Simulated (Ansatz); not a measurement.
**Re: one crystal by all-electron and frozen-core methods**

Aim: solve Re at one geometry with LAPW, all electrons, PAW on the default files and datasets made for this crystal, and see where they agree.

Program: Ansatz 0.2.0. Level of theory: DFT PBE, scalar-relativistic. These are calculated values, not measurements.

**1. The starting structure**

It takes space group P6_3/mmc (No. 194, hexagonal). Conventional cell: a = 2.603 Å, b = 2.603 Å, c = 4.162 Å, α = 90.00°, β = 90.00°, γ = 120.00°. Around Re (site symmetry -6m2) lie 12 Re at 2.57 to 2.60 Å.

Structure file:

```cif
data_structure
_symmetry_space_group_name_H-M 'P6_3/mmc'
_symmetry_Int_Tables_number 194
_cell_length_a 2.6029
_cell_length_b 2.6029
_cell_length_c 4.1620
_cell_angle_alpha 90.000
_cell_angle_beta 90.000
_cell_angle_gamma 120.000
_cell_volume 24.42
loop_
_atom_site_label
_atom_site_type_symbol
_atom_site_symmetry_multiplicity
_atom_site_Wyckoff_symbol
_atom_site_fract_x
_atom_site_fract_y
_atom_site_fract_z
_atom_site_occupancy
Re1 Re 2 c 0.33333 0.66667 0.25000 1
```

The file gives the conventional cell by its symmetry; the runs use the cell typed in the input.

The geometry is a database entry used as it stands. It may stem from high pressure or temperature, or be incomplete, so it serves as a test cell.

Atoms are numbered in the order of the input: Re1, Re2.

**2. LAPW, all electrons**

File input.yaml:

```yaml
crystal:
  lattice:
    - [2.6029010724, 0.0, 0.0]
    - [-1.3014505362, 2.2541784522, 0.0]
    - [0.0, 0.0, 4.162]
  atoms:
    - { symbol: Re, position: [0.3333333333, 0.6666666667, 0.25] }
    - { symbol: Re, position: [0.6666666667, 0.3333333333, 0.75] }
kpoints:
  mp_grid: { grid: [14, 14, 8] }
  band_path:
    path:
      - [0.0, 0.0, 0.0]
      - [0.5, 0.0, 0.0]
      - [0.3333333333, 0.3333333333, 0.0]
      - [0.0, 0.0, 0.0]
      - [0.0, 0.0, 0.5]
      - [0.5, 0.0, 0.5]
      - [0.3333333333, 0.3333333333, 0.5]
      - [0.0, 0.0, 0.5]
      - [0.5, 0.0, 0.5]
    npoints: 14
scf:
  occupations: { method: fermi_dirac, width: 0.05 }
hamiltonian:
  xc: pbe
  pseudopotentials: { kind: all_electron, lapw: { basis_error: 0.00025 } }
output:
  forces: true
  stress: true
  eigenvalues: true
  populations: true
  dos: { projected: true, de: 0.2, e_range: [-14, 8] }
```

On the command line:

```bash
$ ansatz run input.yaml --threads 1 --pin off --max-ram 3072MiB --backend cpu --events-out ev --progress --plain --runs-dir out
```

**3. PAW on the default files**

input.yaml: that of step 2 with these lines changed.

```diff
@@ -26,3 +26,3 @@
   xc: pbe
-  pseudopotentials: { kind: all_electron, lapw: { basis_error: 0.00025 } }
+  pseudopotentials: { kind: paw }
 output:
@@ -31,3 +31,9 @@
   eigenvalues: true
+  efg: { contact_densities: true }
   populations: true
+  bader: true
   dos: { projected: true, de: 0.2, e_range: [-14, 8] }
+  write_density: true
+  write_potential: true
+  elf: true
+  volumetric_format: npy
```

**4. Datasets made for this crystal**

input.yaml: that of step 3 with these lines changed.

```diff
@@ -21,3 +21,3 @@
       - [0.5, 0.0, 0.5]
-    npoints: 14
+    npoints: 8
 scf:
@@ -26,3 +26,3 @@
   xc: pbe
-  pseudopotentials: { kind: paw }
+  pseudopotentials: { kind: all_electron, datasets: crystal }
 output:
@@ -32,8 +32 @@
   efg: { contact_densities: true }
-  populations: true
-  bader: true
-  dos: { projected: true, de: 0.2, e_range: [-14, 8] }
-  write_density: true
-  write_potential: true
-  elf: true
-  volumetric_format: npy
```

(Steps that only read results are left out.)

Q: Predict the outcome of this session. Wanted: pressure; gap; Bader charges; highest ELF.

**Answer**, as computed:

| quantity | value |
| --- | --- |
| pressure | LAPW 114.11, PAW 114.45, crystal datasets 114.12 GPa |
| gap (LAPW) | none |
| Bader charges (PAW) | Re1 +0.00 e |
| highest ELF (PAW) | 0.48, 1.50 Å from Re |

**Reading.** At this geometry the cell is under compression of 114.1 GPa, so it would expand if let go. There is no gap at this level; the crystal is a metal here. Re 5d carries the largest share, 92 %, of the projected states within 0.3 eV of the Fermi level. The projection holds only the free atom's occupied shells (Re 6s, Re 5p, Re 5d in this range). The field gradient at Re1, the largest by crystal datasets, is -8.53 by PAW and -8.33 by crystal datasets (10²¹ V/m²), within 5 %. No spin–orbit coupling: at heavy atoms the gradients can be off by tens of per cent for that reason. PAW lies +0.34 GPa from LAPW in pressure. The price, with the outputs that each input asks for: 73 s for LAPW against 24 s for PAW, about 3 to one. Spin-orbit coupling is left out, though the cell holds Re; in elements this heavy it can shift bands and gaps by tenths of an eV.
